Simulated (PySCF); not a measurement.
## Broadened absorption spectrum of C4H10O

Species: C4H10O.
InChI=1S/C4H10O/c1-4(2,3)5/h5H,1-3H3

Theory: PySCF 2.14.0, density-fitted response routines, TDDFT B3LYP/def2-SVPD, vertical, gas phase, core orbitals frozen in the response. Geometry: PBE0-D3(BJ)/def2-SVP; no solvent, vibrations or thermal averaging. Torsions of this conformer, `[CH3:1][C:2]([CH3:3])([CH3:4])[OH:5]`: H–O5–C2–C1 -61°.

Each state is given a Gaussian of 0.4 eV full width at half maximum, with ε(max) = 2.175×10⁸ f / Δν̃ (Δν̃ the width in cm⁻¹). The width is an assumption, not a result. The curve ends short of the highest state used, and states not computed would add to its high-energy end.

```json
{"λ (nm)": "156.7", "ε (L mol⁻¹ cm⁻¹)": "3353"}
{"λ (nm)": "157.8", "ε (L mol⁻¹ cm⁻¹)": "2623"}
{"λ (nm)": "158.9", "ε (L mol⁻¹ cm⁻¹)": "1972"}
{"λ (nm)": "160.0", "ε (L mol⁻¹ cm⁻¹)": "1445"}
{"λ (nm)": "161.1", "ε (L mol⁻¹ cm⁻¹)": "1040"}
{"λ (nm)": "162.2", "ε (L mol⁻¹ cm⁻¹)": "731"}
{"λ (nm)": "163.3", "ε (L mol⁻¹ cm⁻¹)": "497"}
{"λ (nm)": "164.4", "ε (L mol⁻¹ cm⁻¹)": "322"}
{"λ (nm)": "165.5", "ε (L mol⁻¹ cm⁻¹)": "198"}
{"λ (nm)": "166.6", "ε (L mol⁻¹ cm⁻¹)": "114"}
{"λ (nm)": "167.7", "ε (L mol⁻¹ cm⁻¹)": "62"}
{"λ (nm)": "168.8", "ε (L mol⁻¹ cm⁻¹)": "32"}
{"λ (nm)": "169.8", "ε (L mol⁻¹ cm⁻¹)": "18"}
{"λ (nm)": "170.9", "ε (L mol⁻¹ cm⁻¹)": "13"}
{"λ (nm)": "172.0", "ε (L mol⁻¹ cm⁻¹)": "17"}
{"λ (nm)": "173.1", "ε (L mol⁻¹ cm⁻¹)": "33"}
{"λ (nm)": "174.2", "ε (L mol⁻¹ cm⁻¹)": "65"}
{"λ (nm)": "175.3", "ε (L mol⁻¹ cm⁻¹)": "122"}
{"λ (nm)": "176.4", "ε (L mol⁻¹ cm⁻¹)": "212"}
{"λ (nm)": "177.5", "ε (L mol⁻¹ cm⁻¹)": "344"}
{"λ (nm)": "178.6", "ε (L mol⁻¹ cm⁻¹)": "519"}
{"λ (nm)": "179.7", "ε (L mol⁻¹ cm⁻¹)": "733"}
{"λ (nm)": "180.8", "ε (L mol⁻¹ cm⁻¹)": "969"}
{"λ (nm)": "181.9", "ε (L mol⁻¹ cm⁻¹)": "1202"}
{"λ (nm)": "182.9", "ε (L mol⁻¹ cm⁻¹)": "1387"}
{"λ (nm)": "184.0", "ε (L mol⁻¹ cm⁻¹)": "1534"}
{"λ (nm)": "185.1", "ε (L mol⁻¹ cm⁻¹)": "1602"}
{"λ (nm)": "186.2", "ε (L mol⁻¹ cm⁻¹)": "1584"}
{"λ (nm)": "187.3", "ε (L mol⁻¹ cm⁻¹)": "1485"}
{"λ (nm)": "188.4", "ε (L mol⁻¹ cm⁻¹)": "1322"}
{"λ (nm)": "189.5", "ε (L mol⁻¹ cm⁻¹)": "1121"}
{"λ (nm)": "190.6", "ε (L mol⁻¹ cm⁻¹)": "905"}
{"λ (nm)": "191.7", "ε (L mol⁻¹ cm⁻¹)": "698"}
{"λ (nm)": "192.8", "ε (L mol⁻¹ cm⁻¹)": "515"}
{"λ (nm)": "193.9", "ε (L mol⁻¹ cm⁻¹)": "364"}
{"λ (nm)": "195.0", "ε (L mol⁻¹ cm⁻¹)": "247"}
{"λ (nm)": "196.1", "ε (L mol⁻¹ cm⁻¹)": "161"}
{"λ (nm)": "197.1", "ε (L mol⁻¹ cm⁻¹)": "106"}
{"λ (nm)": "198.2", "ε (L mol⁻¹ cm⁻¹)": "64"}
{"λ (nm)": "199.3", "ε (L mol⁻¹ cm⁻¹)": "37"}
{"λ (nm)": "200.4", "ε (L mol⁻¹ cm⁻¹)": "21"}
{"λ (nm)": "201.5", "ε (L mol⁻¹ cm⁻¹)": "12"}
{"λ (nm)": "202.6", "ε (L mol⁻¹ cm⁻¹)": "6"}
{"λ (nm)": "203.7", "ε (L mol⁻¹ cm⁻¹)": "3"}
```

Task: Where are the band maxima, and which computed states make them?

Result: 185 nm (6.69 eV), ε about 1600, made up of S1 (100%) (ε in L mol⁻¹ cm⁻¹; maxima over ε = 5, shares over 10%). At its high-energy end, 7.91 eV, the curve is still rising (ε about 3300, from S2 and S3). The states used: S1 6.69 eV (f 0.024); S2 7.77 eV (f 0.011); S3 8.07 eV (f 0.064); S4 8.28 eV (f 0.0051); S5 8.30 eV (f 0.0007); S6 8.51 eV (f 0.0014).

Task: On this curve, what absorbance would a 10⁻⁴ mol/L sample give at 193 nm over a 1 cm path?

Result: 193 nm is 6.424 eV, where ε is about 490 L mol⁻¹ cm⁻¹, so A = ε c l ≈ 0.049 (Beer–Lambert, with the gas-phase spectrum and the assumed width).

Task: What would ε be at 6.69 eV, the highest of these maxima, with half the width (0.2 eV)?

Result: About 3210 L mol⁻¹ cm⁻¹ against 1610, a factor of about 2.00; a lone state at its own centre would give exactly 2.

Task: Coming from long wavelengths, where does ε first pass 100 L mol⁻¹ cm⁻¹?

Result: At about 197 nm (6.29 eV), 0.40 eV below S1.
